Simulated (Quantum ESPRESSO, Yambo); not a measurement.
Planning a run of Quantum ESPRESSO 7.5 on BaTe (Fm-3m). The input:

```
&control
  calculation = 'bands'
  prefix = 'x'
  outdir = 'o'
  pseudo_dir = 'pseudo'
/
&system
  ibrav = 0
  nat = 2
  ntyp = 2
  ecutwfc = 68.0
  nbnd = 38
  force_symmorphic = .true.
  noncolin = .true.
  lspinorb = .true.
/
&electrons
  conv_thr = 1e-9
  electron_maxstep = 80
  diago_full_acc = .true.
  diago_thr_init = 5e-6
/
ATOMIC_SPECIES
  Ba 137.33 Ba.upf
  Te 127.6 Te.upf
CELL_PARAMETERS angstrom
  -0.0000000000 3.4930000000 3.4930000000
  3.4930000000 -0.0000000000 3.4930000000
  3.4930000000 3.4930000000 -0.0000000000
ATOMIC_POSITIONS crystal
  Ba 0.0000000000 0.0000000000 0.0000000000
  Te 0.5000000000 0.5000000000 0.5000000000
K_POINTS crystal
  50
  0.00000000 0.00000000 0.00000000 1
  0.06250000 0.00000000 0.06250000 1
  0.12500000 0.00000000 0.12500000 1
  0.18750000 0.00000000 0.18750000 1
  0.25000000 0.00000000 0.25000000 1
  0.31250000 0.00000000 0.31250000 1
  0.37500000 0.00000000 0.37500000 1
  0.43750000 0.00000000 0.43750000 1
  0.50000000 0.00000000 0.50000000 1
  0.51562500 0.03125000 0.51562500 1
  0.53125000 0.06250000 0.53125000 1
  0.54687500 0.09375000 0.54687500 1
  0.56250000 0.12500000 0.56250000 1
  0.57812500 0.15625000 0.57812500 1
  0.59375000 0.18750000 0.59375000 1
  0.60937500 0.21875000 0.60937500 1
  0.62500000 0.25000000 0.62500000 1
  0.37500000 0.37500000 0.75000000 1
  0.32812500 0.32812500 0.65625000 1
  0.28125000 0.28125000 0.56250000 1
  0.23437500 0.23437500 0.46875000 1
  0.18750000 0.18750000 0.37500000 1
  0.14062500 0.14062500 0.28125000 1
  0.09375000 0.09375000 0.18750000 1
  0.04687500 0.04687500 0.09375000 1
  0.00000000 0.00000000 0.00000000 1
  0.06250000 0.06250000 0.06250000 1
  0.12500000 0.12500000 0.12500000 1
  0.18750000 0.18750000 0.18750000 1
  0.25000000 0.25000000 0.25000000 1
  0.31250000 0.31250000 0.31250000 1
  0.37500000 0.37500000 0.37500000 1
  0.43750000 0.43750000 0.43750000 1
  0.50000000 0.50000000 0.50000000 1
  0.50000000 0.46875000 0.53125000 1
  0.50000000 0.43750000 0.56250000 1
  0.50000000 0.40625000 0.59375000 1
  0.50000000 0.37500000 0.62500000 1
  0.50000000 0.34375000 0.65625000 1
  0.50000000 0.31250000 0.68750000 1
  0.50000000 0.28125000 0.71875000 1
  0.50000000 0.25000000 0.75000000 1
  0.50000000 0.21875000 0.71875000 1
  0.50000000 0.18750000 0.68750000 1
  0.50000000 0.15625000 0.65625000 1
  0.50000000 0.12500000 0.62500000 1
  0.50000000 0.09375000 0.59375000 1
  0.50000000 0.06250000 0.56250000 1
  0.50000000 0.03125000 0.53125000 1
  0.50000000 0.00000000 0.50000000 1
```

The database entry behind the starting cell differs from later determinations by our own check (about 0.2 % short), so it need not match the best structure at ambient conditions.

```sh
OMP_NUM_THREADS=1 mpirun -n 4 pw.x -nk 4 -in pw.in > pw.out
```

Question: Estimate wall time and host memory on 4 MPI ranks of Arm Neoverse V1, shared host.

It took 33 s; on shared hardware allow 16 s to 65 s. Peak host memory was 0.42 GiB.

[Paths, hosts, dates, memory and timing lines, banners, echoed tables and standing remarks are left out of the program output.]

[Logs are printed without paths, hosts, clocks, repeated set-up lines and the standing remarks that a program may print on its own settings, such as how far it seeks lower states.]

[Runs of the session that timed out or met a known fault of the program may be left out.]

[Hosts, paths, dates, database ids (printed as entryN), source tags and the programs' standing remarks are cut or masked in the printed files.]
